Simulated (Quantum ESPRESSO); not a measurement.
MoS2 under changes of volume

One of the cells (31.721 Å³/atom); the others are scaled copies at fixed shape and fractional positions:

```
Mo S
1.0
     3.18454    0.00000    0.00000
    -1.59227    2.75789    0.00000
     0.00000    0.00000   21.67053
Mo S
2 4
Direct
  0.33333 0.66667 0.85116
  0.66667 0.33333 0.14884
  0.66667 0.33333 0.77963
  0.33333 0.66667 0.07725
  0.66667 0.33333 0.92275
  0.33333 0.66667 0.22037
```

* Program: Quantum ESPRESSO 7.5
* Functional: PBE
* Potentials or basis: SG15 PBE 1.2
* Cutoff: 952 eV
* Density cutoff: 3810 eV
* k mesh: 10 × 10 × 2
* Occupations: fermi-dirac, width 0.05 eV
* Spin: no spin polarisation

```tsv
volume (Å³/atom)	energy over the lowest point (meV/atom)	gap on the mesh (eV)	largest force (eV/Å)
29.817	44.22	1.48	1.394
30.452	?	?	?
31.086	7.22	1.42	0.610
31.721	0.27	1.39	0.262
32.355	0.00	1.36	0.114
32.990	5.72	1.33	0.406
33.624	16.83	1.30	0.677
```

Question: What does the run at 30.452 Å³/atom give?

Answer: Energy over the lowest point 21.59 meV/atom; gap on the mesh 1.45 eV; largest force 0.987 eV/Å.

Worked out: A Birch-Murnaghan fit of order 3 (a polynomial in V^(-2/3)) to the other rows has its minimum at 32.06 Å³/atom with B0 = V·E''(V) = 80 GPa and B' = 4.4 at fixed shape and positions, which overstates the stiffness. It gives 21.57 meV/atom at 30.452 Å³/atom, against the run's 21.59. A straight line through the other rows of the gap, of slope -1.5 eV per unit of ln V, gives 1.45 eV, against the run's 1.45.

Energies are extrapolated to zero smearing.

A mesh can miss the band edges. Spin-orbit coupling on Mo is left out.
